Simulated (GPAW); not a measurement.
# InSe (GaSe-type monolayer): G0W0 with GPAW, start to end

Aim: the G0W0 gap of InSe (GaSe-type monolayer) on PBE, step by step.

Method: PBE and many-body steps on it, plane waves, in GPAW 26.7.0.

**What was measured.**

- Gap 2.84 ± 0.05 eV: optical, A exciton (c-v at Gamma) from PL; photoluminescence; 300 K; monolayer (exfoliated monolayer) (“Indirect to direct gap crossover in two-dimensional InSe revealed by ARPES”, 2019, arxiv:1901.06943).

### 1. Set-up

The cell holds 4 atoms: 2 In and 2 Se. Its edges and angles: a = 4.030 Å, b = 4.030 Å, c = 16.000 Å, α = 90.0°, β = 90.0°, γ = 120.0°. Vacuum lies along c.

The start is a generated structure, not a measured one.

### 2. Relaxation

This step: GPAW 26.7.0; DFT, PBE, plane waves, PAW.

Gaps follow bond lengths, so the structure is brought to rest first.

run.py

```python
import json
import numpy as np
from gpaw.mpi import world
from ase import Atoms
from ase.constraints import FixSymmetry
from ase.filters import FrechetCellFilter
from ase.optimize import BFGS
from gpaw import GPAW, PW, FermiDirac

atoms = Atoms(['In', 'In', 'Se', 'Se'],
    cell=[[4.0301060000, 0.0000000000, 0.0000000000],
      [-2.0150530000, 3.4901741759, 0.0000000000],
      [0.0000000000, 0.0000000000, 16.0000000000]],
    scaled_positions=[[0.3333333333, 0.6666666667, 0.5887499999],
      [0.3333333333, 0.6666666667, 0.4112500001],
      [0.6666666667, 0.3333333333, 0.6557058750],
      [0.6666666667, 0.3333333333, 0.3442941250]],
    pbc=(True, True, False))
atoms.set_constraint(FixSymmetry(atoms))
atoms.calc = GPAW(mode=PW(550),
    xc='PBE',
    kpts={'size': (9, 9, 1), 'gamma': True},
    occupations=FermiDirac(0.02),
    convergence={'density': 1e-5},
    txt='relax.txt')
steps = []
opt = BFGS(FrechetCellFilter(atoms, mask=[1, 1, 0, 0, 0, 1]), logfile='bfgs.log')
opt.attach(lambda: steps.append([atoms.get_potential_energy(), atoms.cell[:], atoms.positions.copy(), atoms.get_forces()]))
converged = opt.run(fmax=0.03, steps=50)
res = {'converged': bool(converged), 'steps': steps, 'cell': atoms.cell[:], 'frac': atoms.get_scaled_positions()}

if world.rank == 0:
    with open('result.json', 'w') as f:
        json.dump(res, f, default=lambda x: x.tolist())
```

Run with:

```
$ mpirun -n 16 gpaw python run.py
```

Numbers of over 12 decimals in the logs are rounded to 6 here.

What it wrote:

```text
Step     Time          Energy          fmax
BFGS:    0       -14.308440        1.506495
BFGS:    1       -14.451045        1.136846
BFGS:    2       -14.603195        0.373997
[...]
BFGS:   10       -14.657977        0.043968
BFGS:   11       -14.658143        0.006758
```

It took 47 s on 16 MPI ranks of Arm Neoverse V2, shared host; peak memory 3.7 GiB; 12 min of CPU time.

Step by step:

```
step  energy less that of the first step (eV)  largest force (eV/Å)
   1                                   0.0000                1.5065
   2                                  -0.1426                1.1368
   3                                  -0.2948                0.3740
   4                                  -0.3023                0.3700
   5                                  -0.3407                0.1213
   6                                  -0.3431                0.0557
   7                                  -0.3442                0.0609
   8                                  -0.3454                0.1015
   9                                  -0.3474                0.1417
  10                                  -0.3489                0.1156
  11                                  -0.3495                0.0440
  12                                  -0.3497                0.0068
```

The atoms that moved most (Å):

```
atom     dx     dy      dz  length
 Se3  0.000  0.000   0.197   0.197
 Se4  0.000  0.000  -0.197   0.197
 In1  0.000  0.000  -0.011   0.011
 In2  0.000  0.000   0.011   0.011
```

Final coordinates:

```xyz
4
Lattice="4.0679 0.0000 0.0000 -2.0340 3.5229 0.0000 0.0000 0.0000 16.0000" Properties=species:S:1:pos:R:3
In    0.0000    2.3486    9.4086
In    0.0000    2.3486    6.5914
Se    2.0340    1.1743   10.6886
Se    2.0340    1.1743    5.3114
```

### 3. Ground state

The ground-state density comes first.

run.py

```python
import json
import numpy as np
from gpaw.mpi import world
from ase import Atoms
from gpaw import GPAW, PW, FermiDirac

atoms = Atoms(['In', 'In', 'Se', 'Se'],
    cell=[[4.0679249113, 0.0000000000, 0.0000000000],
      [-2.0339624556, 3.5229263138, 0.0000000000],
      [0.0000000000, 0.0000000000, 16.0000000000]],
    scaled_positions=[[0.3333333333, 0.6666666667, 0.5880389516],
      [0.3333333333, 0.6666666667, 0.4119610484],
      [0.6666666667, 0.3333333333, 0.6680394308],
      [0.6666666667, 0.3333333333, 0.3319605692]],
    pbc=(True, True, False))
calc = GPAW(mode=PW(450),
    xc='PBE',
    kpts={'size': (9, 9, 1), 'gamma': True},
    occupations=FermiDirac(0.001),
    nbands=-8,
    convergence={'density': 1e-6, 'bands': -3},
    maxiter=100,
    txt='gs.txt')
atoms.calc = calc
res = {'energy': atoms.get_potential_energy()}
kpts = calc.get_ibz_k_points()
res['kpts'] = kpts
res['eigenvalues'] = [calc.get_eigenvalues(kpt=k) for k in range(len(kpts))]
res['n_electrons'] = calc.get_number_of_electrons()
calc.write('gs.gpw')

if world.rank == 0:
    with open('result.json', 'w') as f:
        json.dump(res, f, default=lambda x: x.tolist())
```

Run with:

```
$ mpirun -n 16 gpaw python run.py
```

What it wrote:

```text
__  _  _
 | _ |_)|_||  |
 |__||  | ||/\| - 26.7.0

Input parameters:
  mode=PW(ecut=450.000000),
  convergence={'density': 1e-06, 'bands': -3},
  kpts=MonkhorstPack(size=(9, 9, 1), gamma=True),
  maxiter=100,
  nbands=-8,
  occupations=Occupations(name='fermi-dirac', width=0.001, fixmagmom=False),
  xc=XC(name='PBE')
  [... matrices ...]
Diagonalizing LCAO Hamiltonian
Converting LCAO to pw mode

            Se
        In

        In

            Se

Atoms  # Å, Bohr magnetons
|   | symbol |         x |        y |         z |    initial magnetic moments |
| 0 |     In | -0.000000 | 2.348618 |  9.408623 | ( 0.0000,  0.0000,  0.0000) |
| 1 |     In | -0.000000 | 2.348618 |  6.591377 | ( 0.0000,  0.0000,  0.0000) |
| 2 |     Se |  2.033962 | 1.174309 | 10.688631 | ( 0.0000,  0.0000,  0.0000) |
| 3 |     Se |  2.033962 | 1.174309 |  5.311369 | ( 0.0000,  0.0000,  0.0000) |

Unit cell  # Å
| periodic |         x |        y |         z |   lengths |     angles |
|      yes |  4.067925 | 0.000000 |  0.000000 |  4.067925 |  90.000000 |
|      yes | -2.033962 | 3.522926 |  0.000000 |  4.067925 |  90.000000 |
|       no |  0.000000 | 0.000000 | 16.000000 | 16.000000 | 120.000000 |

Number of symmetries: 12
Symmetry operations  # r_c * U_cc + t_c -> r_c
|    | kind |            matrix            |
|  0 |  σ   |  1, 1, 0,  0,-1, 0,  0, 0, 1 |
|  1 |  C2  |  1, 1, 0,  0,-1, 0,  0, 0,-1 |
|  2 |  E   |  1, 0, 0,  0, 1, 0,  0, 0, 1 |
|  3 |  σ   |  1, 0, 0,  0, 1, 0,  0, 0,-1 |
|  4 |  C3  |  0, 1, 0, -1,-1, 0,  0, 0, 1 |
|  5 |  S3  |  0, 1, 0, -1,-1, 0,  0, 0,-1 |
|  6 |  σ   |  0,-1, 0, -1, 0, 0,  0, 0, 1 |
|  7 |  C2  |  0,-1, 0, -1, 0, 0,  0, 0,-1 |
|  8 |  σ   | -1, 0, 0,  1, 1, 0,  0, 0, 1 |
|  9 |  C2  | -1, 0, 0,  1, 1, 0,  0, 0,-1 |
| 10 |  C3  | -1,-1, 0,  1, 0, 0,  0, 0, 1 |
| 11 |  S3  | -1,-1, 0,  1, 0, 0,  0, 0,-1 |

BZ-sampling:
  Number of BZ points: 81
  Number of IBZ points: 12

  Monkhorst-Pack size: [9, 9, 1]
  Monkhorst-Pack shift: [0, 0, 0]

K-points  # in reciprocal-cell coordinates
|     |                                coordinates |     weight |
|   0 | (  0.00000000,   0.00000000,   0.00000000) | 0.01234568 |
|   1 | (  0.11111111,   0.00000000,   0.00000000) | 0.07407407 |
|   2 | (  0.22222222,  -0.11111111,   0.00000000) | 0.07407407 |
|   3 | (  0.22222222,   0.00000000,   0.00000000) | 0.07407407 |
|   4 | (  0.33333333,  -0.11111111,   0.00000000) | 0.14814815 |
|   5 | (  0.33333333,   0.00000000,   0.00000000) | 0.07407407 |
|   6 | (  0.33333333,   0.33333333,   0.00000000) | 0.02469136 |
|   7 | (  0.44444444,  -0.22222222,   0.00000000) | 0.07407407 |
|   8 | (  0.44444444,  -0.11111111,   0.00000000) | 0.14814815 |
|   9 | (  0.44444444,   0.00000000,   0.00000000) | 0.07407407 |
| ... |                                            |            |
|  11 | (  0.44444444,   0.44444444,   0.00000000) | 0.07407407 |

Plane wave coefficients: 4989
Cutoff: 450.000000 eV

Spin-components: 1 (collinear spins)
Bands:           27
Projectors:      22
Spin-degeneracy: 2
Datatype:        complex128

  Storage: CPU
  Wave functions: 25_510_464 bytes (1_594_404 per core)
  Projectors: 22_675_968 bytes (1_417_248 per core)
  [... matrices ...]
Parallelization:
  kpt:    4
  domain: 4
  band:   1

Density:
  Valence electrons: 38.0
  Components: 1
  Grid points: [20 20 80]
  Charge: 0.0  # |e|

Potential:
  Grid points: [20 20 80]

species:
  In:
    name:    Indium
    Z:       49.0
    valence: 13
    core:    36
    charge:  0.0  # [|e|]
    compensation charges:
      type: gauss
      rc: 0.36  # [Å]
      lmax: 2
    cutoffs:
      filter: 2.09  # [Å]
      core: 2.48  # [Å]
    projectors
    | kind |    occ | energy [eV] | rcut [Å] |
    |   5s |  2.000 |      -8.203 |    1.185 |
    |   5p |  1.000 |      -2.521 |    1.244 |
    |   4d | 10.000 |     -18.629 |    1.148 |
    |    s |        |      19.008 |    1.185 |
    |    p |        |      24.691 |    1.244 |
    |    d |        |       8.583 |    1.148 |

    Using partial waves for In as LCAO basis

  Se:
    name:    Selenium
    Z:       34.0
    valence: 6
    core:    28
    charge:  0.0  # [|e|]
    compensation charges:
      type: gauss
      rc: 0.27  # [Å]
      lmax: 2
    cutoffs:
      filter: 1.77  # [Å]
      core: 2.67  # [Å]
    projectors
    | kind |    occ | energy [eV] | rcut [Å] |
    |   4s |  2.000 |     -17.277 |    0.847 |
    |   4p |  4.000 |      -6.512 |    1.005 |
    |    s |        |       9.935 |    0.847 |
    |    p |        |      20.699 |    1.005 |
    |    d |        |       0.000 |    0.847 |

    Using partial waves for Se as LCAO basis

Reference energy: -452157.903581  # eV

eigensolver:
  PPCG
  Converge bands: -3
  niter=2

density mixing:
  MSR1-Mixer
  Pratt-step length: 0.05
  Maximum mixing coefficient: 0.75
  Old densities: 10
  SVD Regularization: 0.005
  Good broyden scale: 1.0
  Trust region scale: 1.0
  Backstep threshold: 4.0
  History deletion threshold: 6.0
  Fourier metric: weight=20.0, sigma=0.015

occupation numbers:
  Fermi-Dirac:
    width: 0.0010  # eV

poisson solver:
  ecut: 3600.000000  # eV

xc functional:
  name: PBE with 2 nearest neighbor stencil

Initialization done in: 0.714 s

convergence criteria:
- Maximum integral of absolute [dens]ity change: 1e-06 electrons / valence electron
- Maximum [total energy] change in last 3 cyles: 0.0005 eV / valence electron
- Maximum integral of absolute [eigenst]ate change: 4e-08 eV^2 / valence electron
maximum number of iterations: 100

SCF iterations
|iter     |     time |      energy | eigst |  dens |
|iter:   1|  |  -14.919982 | +0.36 |       |
|iter:   2|  |  -14.824451 | -1.12 | -1.22 |
|iter:   3|  |  -14.582376 | -1.31 | -1.27 |
|iter:   4|  |  -14.550549 | -1.84 | -1.65 |
|iter:   5|  |  -14.550885 | -2.87 | -2.15 |
|iter:   6|  |  -14.549779c| -3.38 | -2.44 |
|iter:   7|  |  -14.549831c| -4.92 | -3.17 |
|iter:   8|  |  -14.549837c| -5.99 | -3.73 |
|iter:   9|  |  -14.549838c| -6.81 | -4.42 |
|iter:  10|  |  -14.549838c| -7.69c| -5.05 |
|iter:  11|  |  -14.549838c| -8.03c| -5.49 |
|iter:  12|  |  -14.549838c| -8.49c| -6.02c|

Converged in 12 steps
SCF loop duration: 2.452 s (0.204 s/step)
Energy contributions relative to reference atoms: (reference = -452157.903581)
  [... matrices ...]
Energy contributions:
  Kinetic:          39.270804
  Coulomb:         -37.832071
  Zero:              0.329199
  External:          0.000000
  Xc:              -16.317769
  Entropy:          -0.000000
  Spinorbit:         0.000000
  ----------------------------
  Free energy:     -14.549838
  Extrapolated:    -14.549838

dipole moment: (-1.521490, 0.878466, 0.000115)  # |e|*Ang

Fermi level: -0.193
Eigenvalues  # (at kpt = [0.000, 0.000, 0.000])
| band index |      eig [eV] | occ [0-2] |
|          0 |       -14.825 |     2.000 |
|        ... |               |           |
|         11 |       -13.236 |     2.000 |
|         12 |        -6.156 |     2.000 |
|         13 |        -3.896 |     2.000 |
|         14 |        -1.449 |     2.000 |
|         15 |        -1.449 |     2.000 |
|         16 |        -1.375 |     2.000 |
|         17 |        -1.375 |     2.000 |
|         18 |        -0.955 |     2.000 |
|         19 |         0.570 |     0.000 |
|         20 |         1.776 |     0.000 |
|         21 |         4.028 |     0.000 |
|         22 |         4.028 |     0.000 |
|         23 |         4.506 |     0.000 |
|         24 |         4.992 |     0.000 |
|         25 |         5.281 |     0.000 |
|         26 |         5.281 |     0.000 |

Gap: 1.463 eV
Transition (v -> c):
  (s=0, k=1, n=18, [0.11, 0.00, 0.00]) -> (s=0, k=0, n=19, [0.00, 0.00, 0.00])
Direct/indirect transitions are different
Direct gap: 1.525 eV
Transition at: (s=0, k=0, n=18, [0.00, 0.00, 0.00])
vacuum-level: 5.065  # V
# Writing to gs.gpw (mode='')
  [... matrices ...]
```

Run time: 4.8 s. Hardware: 16 MPI ranks; peak memory 2.6 GiB.

Numbers from this step:

| Property | Result |
| --- | --- |
| total energy | -14.55 eV |
| gap | 1.463 eV |
| k of the valence top | 0.1111, 0, 0 |
| k of the conduction bottom | 0, 0, 0 |
| least direct gap | 1.525 eV |

The gap is indirect, with the least direct gap 0.06 eV higher.

### 4. Bands along the symmetry lines

The cheap functional maps the bands first; the places of the edges decide which points the dearer methods must see.

run.py

```python
import json
import numpy as np
from gpaw.mpi import world
from gpaw import GPAW

path = [[0.000000, 0.000000, 0.000000],
    [0.062500, 0.000000, 0.000000],
    [0.125000, 0.000000, 0.000000],
    [0.187500, 0.000000, 0.000000],
    [0.250000, 0.000000, 0.000000],
    [0.312500, 0.000000, 0.000000],
    [0.375000, 0.000000, 0.000000],
    [0.437500, 0.000000, 0.000000],
    [0.500000, 0.000000, 0.000000],
    [0.479167, 0.041667, 0.000000],
    [0.458333, 0.083333, 0.000000],
    [0.437500, 0.125000, 0.000000],
    [0.416667, 0.166667, 0.000000],
    [0.395833, 0.208333, 0.000000],
    [0.375000, 0.250000, 0.000000],
    [0.354167, 0.291667, 0.000000],
    [0.333333, 0.333333, 0.000000],
    [0.291667, 0.291667, 0.000000],
    [0.250000, 0.250000, 0.000000],
    [0.208333, 0.208333, 0.000000],
    [0.166667, 0.166667, 0.000000],
    [0.125000, 0.125000, 0.000000],
    [0.083333, 0.083333, 0.000000],
    [0.041667, 0.041667, 0.000000],
    [0.000000, 0.000000, 0.000000]]
calc = GPAW('gs.gpw').fixed_density(kpts=path,
    symmetry='off',
    nbands=29,
    convergence={'bands': 25},
    txt='bands.txt')
res = {}
kpts = calc.get_ibz_k_points()
res['kpts'] = kpts
res['eigenvalues'] = [calc.get_eigenvalues(kpt=k) for k in range(len(kpts))]
res['n_electrons'] = calc.get_number_of_electrons()

if world.rank == 0:
    with open('result.json', 'w') as f:
        json.dump(res, f, default=lambda x: x.tolist())
```

Run with:

```
$ mpirun -n 16 gpaw python run.py
```

What it wrote:

```text
Diagonalizing LCAO Hamiltonian
Converting LCAO to pw mode
convergence criteria:
- Maximum integral of absolute [eigenst]ate change: 4e-08 eV^2 / valence electron
maximum number of iterations: 100

SCF iterations
|iter     |     time |      energy | eigst |  dens |
|iter:   1|  |             | +0.42 |       |
|iter:   2|  |             | -0.96 |       |
|iter:   3|  |             | -0.85 |       |
[...]
|iter:   9|  |             | -6.50 |       |
|iter:  10|  |             | -7.27 |       |
|iter:  11|  |             | -7.85c|       |
SCF steps: 11
  __  _  _
 | _ |_)|_||  |
 |__||  | ||/\| - 26.7.0

Input parameters:
  mode=PW(ecut=450.000000),
  convergence={'bands': 25},
  gpts=array([20, 20, 80]),
  kpts=KPoints(kpts=array([[0.      , 0.      , 0.      ],
         [0.0625  , 0.      , 0.      ],
         [0.125   , 0.      , 0.      ],
         [0.1875  , 0.      , 0.      ],
[...]
[0.479167, 0.041667, 0.      ],
         [0.458333, 0.083333, 0.      ],
[...]
[0.416667, 0.166667, 0.      ],
[...]
[0.25    , 0.25    , 0.      ],
[...]
[0.125   , 0.125   , 0.      ],
         [0.083333, 0.083333, 0.      ],
         [0.041667, 0.041667, 0.      ],
         [0.      , 0.      , 0.      ]])),
  maxiter=100,
  nbands=29,
  occupations=Occupations(name='fermi-dirac', width=0.001, fixmagmom=False),
  parallel={},
  symmetry=Symmetry(point_group=False, time_reversal=False),
  xc=XC(name='PBE')
  [... matrices ...]
timing:  # [seconds]
  Total: 0.027  # ━━━━━━━━━━━━━━━━━━━━━━━━━━━━━━━━━━━━━━━━━━━━━━━━━━━━━━━━━━━
```

It took 6.1 s on 16 MPI ranks; peak memory 3.2 GiB.

This step gave:

```yaml
gap: 1.454 eV
k_of_the_valence_top: 0.0833, 0.0833, 0
k_of_the_conduction_bottom: 0, 0, 0
least_direct_gap: 1.525 eV
```

The gap is 1.454 eV, −0.008 eV from the run before at this level.

Electronic bands along the path, in eV, zero at the top of the highest filled band:

```
  point  band 16  band 17  band 18  band 19  band 20  band 21  band 22  band 23
      Γ    -0.56    -0.49    -0.49    -0.07     1.45     2.66     4.91     4.91
halfway    -1.72    -1.12    -0.99    -0.10     2.61     2.85     4.71     4.78
      M    -1.57    -1.54    -1.40    -0.92     2.21     2.29     4.17     4.47
halfway    -2.20    -1.89    -1.35    -0.94     2.67     2.72     4.29     4.80
      K    -2.75    -1.72    -1.28    -1.08     2.60     3.00     4.02     5.04
halfway    -1.66    -1.63    -1.42    -0.15     2.90     3.28     4.25     5.09
      Γ    -0.56    -0.49    -0.49    -0.07     1.45     2.66     4.91     4.91
```

### 5. Empty states on the mesh, 9×9×1 mesh, 382 bands

The sums over transitions need many empty states on a uniform mesh; this step solves for them.

run.py

```python
import json
import numpy as np
from gpaw.mpi import world
from gpaw import GPAW

calc = GPAW('gs.gpw').fixed_density(kpts={'size': (9, 9, 1), 'gamma': True},
    parallel={'domain': 1, 'band': 1},
    txt='nscf.txt')
calc.diagonalize_full_hamiltonian(nbands=382)
calc.write('full.gpw', mode='all')
res = {}
kpts = calc.get_ibz_k_points()
res['kpts'] = kpts
res['eigenvalues'] = [calc.get_eigenvalues(kpt=k) for k in range(len(kpts))]
res['n_electrons'] = calc.get_number_of_electrons()

if world.rank == 0:
    with open('result.json', 'w') as f:
        json.dump(res, f, default=lambda x: x.tolist())
```

Run with:

```
$ mpirun -n 12 gpaw python run.py
```

What it wrote:

```text
Diagonalizing LCAO Hamiltonian
Converting LCAO to pw mode
convergence criteria:
- Maximum integral of absolute [eigenst]ate change: 4e-08 eV^2 / valence electron
maximum number of iterations: 100

SCF iterations
|iter     |     time |      energy | eigst |  dens |
|iter:   1|  |             | +0.32 |       |
|iter:   2|  |             | -1.15 |       |
|iter:   3|  |             | -1.80 |       |
[...]
|iter:   9|  |             | -6.66 |       |
|iter:  10|  |             | -7.38 |       |
|iter:  11|  |             | -7.91c|       |
SCF steps: 11
  __  _  _
 | _ |_)|_||  |
 |__||  | ||/\| - 26.7.0

Input parameters:
  mode=PW(ecut=450.000000),
  convergence={'density': 1e-06, 'bands': -3},
  gpts=array([20, 20, 80]),
  kpts=MonkhorstPack(size=(9, 9, 1), gamma=True),
  maxiter=100,
  nbands=27,
  occupations=Occupations(name='fermi-dirac', width=0.001, fixmagmom=False),
  parallel={'domain': 1, 'band': 1},
  xc=XC(name='PBE')
Matrix size: 4921x4921
# Writing to full.gpw (mode='all')
  [... matrices ...]

timing:  # [seconds]
  Total: 110.632  # ━━━━━━━━━━━━━━━━━━━━━━━━━━━━━━━━━━━━━━━━━━━━━━━━━━━━━━━━━
```

Wall time 1.9 min (12 MPI ranks); peak memory 21 GiB.

This step gave:

| Property | Result |
| --- | --- |
| gap | 1.463 eV |
| k of the valence top | 0.1111, 0, 0 |
| k of the conduction bottom | 0, 0, 0 |
| least direct gap | 1.525 eV |
| k points computed | 12 |
| lowest point of the top converged band, above the valence top | 76.3442 eV |

On this mesh the gap is 1.463 eV.

[end of part 1 of 2]

[Paths, hosts, dates, memory and timing lines, banners, echoed tables and standing remarks are left out of the program output.]

[Logs are printed without paths, hosts, clocks, repeated set-up lines and the standing remarks that a program may print on its own settings, such as how far it seeks lower states.]

[Runs of the session that timed out or met a known fault of the program may be left out.]

[Hosts, paths, dates, database ids (printed as entryN), source tags and the programs' standing remarks are cut or masked in the printed files.]
